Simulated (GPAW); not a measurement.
Runs of GPAW 26.7.0 on Cu. Symmetry: P6_3/mmc, No. 194, hexagonal system. The conventional cell has a = 2.534 Å, b = 2.534 Å, c = 4.113 Å, α = 90.00°, β = 90.00°, γ = 120.00°. Cu (site symmetry -6m2) has 12 Cu at 2.52 to 2.53 Å as nearest neighbours. This isn't the form of Cu at room conditions, which is fcc.

```csv
task,level,potentials or basis,cell,k mesh,cutoff (eV),band path,band points,eta,response ecut,response k mesh,gap on the mesh (eV),pressure (GPa)
single point,PBEsol,"PAW data sets generated in the run's folder for this functional, pw","P6_3/mmc, 11.44 Å³/atom",12 × 12 × 7,600,-,-,-,-,-,none,0.6
single point,PBEsol,"PAW data sets generated in the run's folder for this functional, pw","atoms moved at random, drawn with an rms of 0.05 Å",12 × 12 × 7,600,-,-,-,-,-,none,0.7
band structure,LDA,"the program's PAW data sets (release 1.2.1) made for this functional, pw","P6_3/mmc, 11.44 Å³/atom",10 × 10 × 5,600,"GMKGALHA,LM,KH",80,-,-,-,-,(a)
energy-loss spectrum,PBE,"GPAW PAW data sets (gpaw-data 1.2.1), pw","P6_3/mmc, 10.75 Å³/atom",10 × 10 × 5,400,-,-,0.2 eV,50 eV,23 × 23 × 13,none,-
band structure,PBEsol,"PAW data sets generated in the run's folder for this functional, pw","P6_3/mmc, 11.44 Å³/atom",10 × 10 × 5,600,"GMKGALHA,LM,KH",80,-,-,-,-,0.8
```

Alike in all rows: no spin polarisation; smearing fermi-dirac 0.05 eV.

Task: Estimate the missing entries.

Result: (a) -6.4.

Caveats: with this Cu data set, volumes or pressures lay over 1.5 % or 2 GPa off other programs in two to four cells of ten (some runs); the highest transitions drop out of the frequency grid (some runs); the Lanczos chain is short for so many electrons, so humps in the spectrum may be artefacts (some runs).

A gap of «none» marks a metal or a gap under the smearing width.
